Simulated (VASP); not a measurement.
# LiS2 in VASP: a series of runs, part 3 of 3

VASP 6.6.1.

### 4 Single point, PBE+D3(BJ)

Input file INCAR:

```
SYSTEM = LiS2
  PREC = Accurate
  ENCUT = 520
  EDIFF = 1E-6
  ISMEAR = 0
  SIGMA = 0.1
  LREAL = .FALSE.
  LASPH = .TRUE.
  NELM = 100
  ALGO = Fast
  ISIF = 2
  LWAVE = .FALSE.
  LCHARG = .FALSE.
  LDIPOL = .TRUE.
  IDIPOL = 3
  DIPOL = 0.5 0.5 0.267
  GGA = PE
  IVDW = 12
  NBANDS = 24
```

Input file KPOINTS:

```
Automatic mesh
0
G
  15 15 1
  0 0 0
```

Input file POSCAR:

```
LiS2
1.0
    3.0865575548      0.0000000030      0.0000000000
   -1.5432787800      2.6730372512      0.0000000000
    0.0000000000      0.0000000000     41.2251821417
Li S
2 4
Direct
    0.0000000000      0.0000000000      0.2003581577
    0.0000000000      0.0000000000      0.3332962462
    0.3333333333      0.6666666667      0.1610888551
    0.6666666667      0.3333333333      0.2434869997
    0.6666666667      0.3333333333      0.2901674041
    0.3333333333      0.6666666667      0.3725655487
```

Potentials or basis: VASP PAW PBE potentials, release 64 (Li_sv, S).

The run is started by

```
$ cat potpaw_PBE.64/Li_sv/POTCAR potpaw_PBE.64/S/POTCAR > POTCAR
$ mpirun -np 1 vasp_std > vasp.out
```

OUTCAR:

```text
SYSTEM = LiS2
   PREC = Accurate
   ENCUT = 520
   EDIFF = 1E-6
   ISMEAR = 0
   LREAL = .FALSE.
   LASPH = .TRUE.
   NELM = 100
   ISIF = 2
   GGA = PE
   IVDW = 12
 IVDW          = 12

 ion  position               nearest neighbor table
   1  0.000  0.000  0.200-   3 2.41   3 2.41   3 2.41   4 2.52   4 2.52   4 2.52
   2  0.000  0.000  0.333-   6 2.41   6 2.41   6 2.41   5 2.52   5 2.52   5 2.52
   3  0.333  0.667  0.161-   1 2.41   1 2.41   1 2.41
   4  0.667  0.333  0.243-   5 1.92   1 2.52   1 2.52   1 2.52
   5  0.667  0.333  0.290-   4 1.92   2 2.52   2 2.52   2 2.52
   6  0.333  0.667  0.373-   2 2.41   2 2.41   2 2.41

  LATTYP: Found a hexagonal cell.
 ALAT       =     3.0865575548
 C/A-ratio  =    13.3563626823

  Lattice vectors:

 A1 = (   3.0865575548,   0.0000000030,   0.0000000000)
 A2 = (  -1.5432787800,   2.6730372512,   0.0000000000)
 A3 = (   0.0000000000,   0.0000000000,  41.2251821417)

Analysis of symmetry for initial positions (statically):
=====================================================================
 Subroutine PRICEL returns:
 Original cell was already a primitive cell.

 Routine SETGRP: Setting up the symmetry group for a
 hexagonal supercell.

 Subroutine GETGRP returns: Found 12 space group operations
 (whereof  6 operations were pure point group operations)
 out of a pool of 24 trial point group operations.

The static configuration has the point symmetry C_3v.
 The point group associated with its full space group is D_3h.

Analysis of symmetry for dynamics (positions and initial velocities):
=====================================================================
 Subroutine PRICEL returns:
 Original cell was already a primitive cell.

 Routine SETGRP: Setting up the symmetry group for a
 hexagonal supercell.

 Subroutine GETGRP returns: Found 12 space group operations
 (whereof  6 operations were pure point group operations)
 out of a pool of 24 trial point group operations.

The dynamic configuration has the point symmetry C_3v.
 The point group associated with its full space group is D_3h.

 Subroutine INISYM returns: Found 12 space group operations
 (whereof  6 operations are pure point group operations),
 and found     1 'primitive' translations

----------------------------------------------------------------------------------------

                                     Primitive cell

  volume of cell :     340.1277

  direct lattice vectors                    reciprocal lattice vectors
     3.086557555  0.000000003  0.000000000     0.323985535  0.187053136  0.000000000
    -1.543278780  2.673037251  0.000000000    -0.000000000  0.374106271  0.000000000
     0.000000000  0.000000000 41.225182142     0.000000000  0.000000000  0.024257018

  length of vectors
     3.086557555  3.086557555 41.225182142     0.374106271  0.374106271  0.024257018

  position of ions in fractional coordinates (direct lattice)
     0.000000000  0.000000000  0.200358158
     0.000000000  0.000000000  0.333296246
     0.333333333  0.666666667  0.161088855
     0.666666667  0.333333333  0.243487000
     0.666666667  0.333333333  0.290167404
     0.333333333  0.666666667  0.372565549

  ion indices of the primitive-cell ions
   primitive index   ion index
                 1           1
[... 60 lines left out ...]
   number of dos      NEDOS =    301   number of ions     NIONS =      6
   total plane-waves  NPLWV = 184320
   dimension x,y,z NGX =    24 NGY =   24 NGZ =  320
   dimension x,y,z NGXF=    48 NGYF=   48 NGZF=  640
   ions per type =               2   4
   NGX,Y,Z   is equivalent  to a cutoff of  12.93, 12.93, 12.90 a.u.
   NGXF,Y,Z  is equivalent  to a cutoff of  25.85, 25.85, 25.81 a.u.
 SYSTEM =  LiS2
   PREC   = accura    normal or accurate (medium, high low for compatibility)
   ISTART =      0    job   : 0-new  1-cont  2-samecut
   ICHARG =      2    charge: 1-file 2-atom 10-const
   ISPIN  =      1    spin polarized calculation?
   LNONCOLLINEAR =      F non collinear calculations
   LSORBIT =      F    spin-orbit coupling
   LASPH  =      T    aspherical Exc in radial PAW
   ENCUT  =  520.0 eV  38.22 Ry    6.18 a.u.   5.74  5.74 76.65*2*pi/ulx,y,z
   NELM   =    100;   NELMIN=  2; NELMDL= -5     # of ELM steps
   EDIFF  = 0.1E-05   stopping-criterion for ELM
   LREAL  =      F    real-space projection
   EDIFFG = 0.1E-04   stopping-criterion for IOM
   NSW    =      0    number of steps for IOM
   IBRION =     -1    ionic relax: 0-MD 1-quasi-New 2-CG
   NFREE  =      0    steps in history (QN), initial steepest desc. (CG)
   ISIF   =      2    stress and relaxation
   ISYM   =      2    0-nonsym 1-usesym 2-fastsym
   POTIM  = 0.5000    time-step for ionic-motion
   TEBEG  =    0.0;   TEEND  =   0.0 temperature during run
   PSTRESS=    0.0 pullay stress
   NELECT =      30.0000    total number of electrons
   NUPDOWN=      -1.0000    fix difference up-down
   EMIN   =  10.00;   EMAX   =-10.00  energy-range for DOS
   EFERMI =   0.00;   METHOD = LEGACY
   ISMEAR =     0;   SIGMA  =   0.10  broadening in eV -4-tet -1-fermi 0-gaus
   EFERMI_NEDOS =   21; number of points for ismear=-14 and -15
   IALGO  =     68    algorithm
   IMIX   =      4    mixing-type and parameters
     AMIX     =   0.40;   BMIX     =  1.00
     AMIX_MAG =   1.60;   BMIX_MAG =  1.00
  volume/ion in A,a.u.               =      56.69       382.55
  Fermi-wavevector in a.u.,A,eV,Ry     =   0.728732  1.377104  7.225381  0.531051
  Thomas-Fermi vector in A             =   1.820279
   LORBIT       =      0    0 simple, 1 ext, 2 COOP (PROOUT), +10 PAW based schemes
   GGA     = PE    functional components
   LHFCALC =     F    Hartree Fock is set to
   AEXX    =    0.0000 exact exchange contribution
   IVDW    =    12    specifies the selected vdW correction
   LEPSILON=     F    determine dielectric tensor
   LRPA    =     F    only Hartree local field effects (RPA)
 non-spin polarized calculation
 RMM-DIIS sequential band-by-band and
 Gauss-broadening in eV      SIGMA  =   0.10
  energy-cutoff  :      520.00
  volume of cell :      340.13
 maximum number of plane-waves:      9198
 NGX is ok and might be reduce to    24
   NGX = 11   NGY = 11   NGZ =153

 dipolmoment           0.000000      0.000000      0.000529 electrons x Angstroem

 number of electron      29.9999984 magnetization

 dipolmoment           0.000000      0.000000     -0.000001 electrons x Angstroem

 Free energy of the ion-electron system (eV)
  ---------------------------------------------------
  ext. energy  EPLUGINS =         0.00000000
  ---------------------------------------------------
  free energy    TOTEN  =       -20.98073244 eV

  energy without entropy =      -20.96853975  energy(sigma->0) =      -20.97463610

 E-fermi :  -3.4891     XC(G=0):  -3.0413

 val. band max:       -3.4974496549   @ k =   0.4667   0.0667   0.0000
 cond. band min:      -3.4556442498   @ k =   0.2667   0.1333   0.0000
 fundamental gap:      0.0418054052
 Fermi energy:        -3.4890924610

 k-point     1 :       0.0000    0.0000    0.0000
  band No.  band energies     occupation
      1     -48.7436      2.00000
      2     -48.7436      2.00000
      3     -20.7486      2.00000
      4     -16.5293      2.00000
      5     -16.4632      2.00000
      6     -16.0494      2.00000
[... 637 lines left out ...]
     23       4.5812      0.00000
     24       4.6431      0.00000

 [... further k-points ...]

------------------------ aborting loop because EDIFF is reached ----------------------------------------

 vacuum level on the upper side and lower side of the slab       (xc-potential included)        -0.125        -0.126

 Edisp (eV)   -1.62904

 E8    (eV) :    -0.6344

  FORCE on cell =-STRESS in cart. coord.  units (eV):
  Direction    XX          YY          ZZ          XY          YZ          ZX
  --------------------------------------------------------------------------------------
  -------------------------------------------------------------------------------------
  Total      -0.05773    -0.05773    -0.45885     0.00000     0.00000     0.00000
  in kB      -0.27195    -0.27195    -2.16142     0.00000     0.00000     0.00000
  external pressure =       -0.90 kB  Pullay stress =        0.00 kB

 VOLUME and BASIS-vectors are now :
 -----------------------------------------------------------------------------
  energy-cutoff  :      520.00
  volume of cell :      340.13
      direct lattice vectors                 reciprocal lattice vectors
     3.086557555  0.000000003  0.000000000     0.323985535  0.187053136  0.000000000
    -1.543278780  2.673037251  0.000000000    -0.000000000  0.374106271  0.000000000
     0.000000000  0.000000000 41.225182142     0.000000000  0.000000000  0.024257018

 POSITION                                       TOTAL-FORCE (eV/Angst)
 -----------------------------------------------------------------------------------
      0.00000      0.00000      8.25980         0.000000     -0.000000      0.006170
      0.00000      0.00000     13.74020        -0.000000     -0.000000     -0.006170
     -0.00000      1.78202      6.64092         0.000000      0.000000     -0.006737
      1.54328      0.89101     10.03780         0.000000      0.000000      0.218581
      1.54328      0.89101     11.96220         0.000000      0.000000     -0.218581
     -0.00000      1.78202     15.35908         0.000000      0.000000      0.006737
 -----------------------------------------------------------------------------------
    total drift:                               -0.000000     -0.000001     -0.000021

  FREE ENERGIE OF THE ION-ELECTRON SYSTEM (eV)
  ---------------------------------------------------
  free  energy   TOTEN  =       -22.6097769838 eV

  energy  without entropy=      -22.5975842915  energy(sigma->0) =      -22.60368064

 vacuum level on the upper side and lower side of the slab         3.046         3.045
```

Wall time 12 min (1 thread of Intel Xeon Platinum 8259CL at 2.50GHz (Skylake/Cascade Lake), shared host); peak memory 0.51 GiB.

What came out:

| Quantity | Value |
| --- | --- |
| Free energy | -22.6098 eV |
| Largest force | 0.219 eV/Å |
| Band gap on the k mesh | none (metal or under the smearing width) |
| Dispersion energy per atom | -0.272 eV |

Forces in eV/Å, atoms in the order of the input:
```
Li   0.000  0.000  0.006
Li   0.000  0.000 -0.006
S    0.000  0.000 -0.007
S    0.000  0.000  0.219
S    0.000  0.000 -0.219
S    0.000  0.000  0.007
```

Levels at points of the mesh, in eV from the Fermi level:
```
           k point  band 12  band 13  band 14  band 15  band 16  band 17
(0.00, 0.00, 0.00)     1.59     1.78     1.78     1.80     1.80     1.87
```

Caveat: the cutoff is under 1.25 times the usual one of these potentials, so pressure, stress and relaxed cells hold a basis-set (Pulay) error.
